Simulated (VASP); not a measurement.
Wanted: the native input for a VASP 6.6.1 run.

* Task: single point
* Functional: PBE
* Dispersion: D3(BJ)
* Potentials or basis: VASP PAW PBE potentials, release 64 (O, C, H)
* Cutoff: 520 eV
* k mesh: 1 × 1 × 1
* Occupations: fermi-dirac, width 0.02 eV
* Spin: no spin polarisation
* Dipole correction: no
* Further INCAR settings: LREAL = Auto; ALGO = Normal; EDIFF = 1e-06; NBANDS = 86

The structure of H2CO lies in POSCAR:

```
H2CO
1.0
    8.4809260000      0.0000000000      0.0000000000
    0.0000000000      8.4809260000      0.0000000000
    0.0000000000      0.0000000000      8.4809260000
O C H
10 10 20
Direct
    0.1268257735      0.4579806498      0.3886014334
    0.3092115177      0.6318177991      0.8911998525
    0.6189654290     -0.0287232786      1.0749062072
    0.2476262616      0.8377269180      0.4030456108
    0.5727086877      0.4112876353      0.2854641109
    0.1941415360      0.1090918610      0.1160958131
    0.7755285213      1.0933593808      0.6944760513
    0.2688385679      0.2033386449      0.6857270067
    0.9691394548      0.7625110749      0.1735069968
    0.7183649521      0.5783566559      0.6077991955
    0.2508570408      0.5098617769      0.3585693355
    0.2112858902      0.5566727030      0.8306286365
    0.5190235123      0.0121920649      0.9846802106
    0.3477804193      0.8409812796      0.2967600472
    0.6461676473      0.3339611736      0.3750180110
    0.0860283417      0.1576360883      0.1982330703
    0.8354158496      1.0204663972      0.7985920405
    0.2209546458      0.0783758755      0.6531480171
    0.8844553059      0.7019516501      0.2604668405
    0.6455073420      0.6375836790      0.7265008562
    0.3372744910      0.5558237391      0.4373107371
    0.2925506012      0.5017848287      0.2267676902
    0.0823848717      0.5904779737      0.8613328309
    0.2394667752      0.4734742409      0.7280219165
    0.4358604237     -0.0687778669      0.9057501504
    0.4923283141      0.1344074928      0.9379754050
    0.3863611120      0.7438102868      0.2165447499
    0.4326768091      0.9386239191      0.2985523043
    0.6334096065      0.3388073425      0.5016315435
    0.6964215936      0.2328401403      0.3089874856
    0.0650754411      0.1556197991      0.3282778319
   -0.0071336550      0.2244919953      0.1280166812
    0.9624184906      1.0438482779      0.8337179218
    0.7742432843      0.9392724332      0.8794558519
    0.2734017488     -0.0397244358      0.6447409163
    0.1031137402      0.0654173848      0.5806323508
    0.9291438223      0.5801489130      0.2971609468
    0.7712954930      0.7375020133      0.3045893809
    0.7365940936      0.6969757784      0.8069048120
    0.5204148698      0.6327257189      0.7360163265
```

The cell was built by a generator and needn't be a form met in nature.

The input as run:

INCAR

```
SYSTEM = H2CO
PREC = Accurate
ENCUT = 520
EDIFF = 1E-6
ISMEAR = -1
SIGMA = 0.02
LREAL = Auto
LASPH = .TRUE.
NELM = 100
ALGO = Normal
ISIF = 2
LWAVE = .FALSE.
LCHARG = .FALSE.
GGA = PE
IVDW = 12
NBANDS = 86
```

KPOINTS

```
Automatic mesh
0
G
  1 1 1
  0 0 0
```

Potentials or basis: VASP PAW PBE potentials, release 64 (O, C, H).

Command:

```bash
$ cat potpaw_PBE.64/O/POTCAR potpaw_PBE.64/C/POTCAR potpaw_PBE.64/H/POTCAR > POTCAR
$ mpirun -np 1 vasp_gam > vasp.out
```

Results of the run:

| Item | Value |
| --- | --- |
| Pressure | 2.2 GPa |
| Largest force | 7.280 eV/Å |
| Band gap on the k mesh | 2.40 eV, direct |
| Dispersion energy per atom | -0.036 eV |

Caveat: the standard files for N, O and F lose accuracy on very short bonds.

Run time: 110 s on 1 thread of AMD EPYC 7R43 64-Core Processor (Zen 3), on a shared host, peak memory 0.47 GiB.
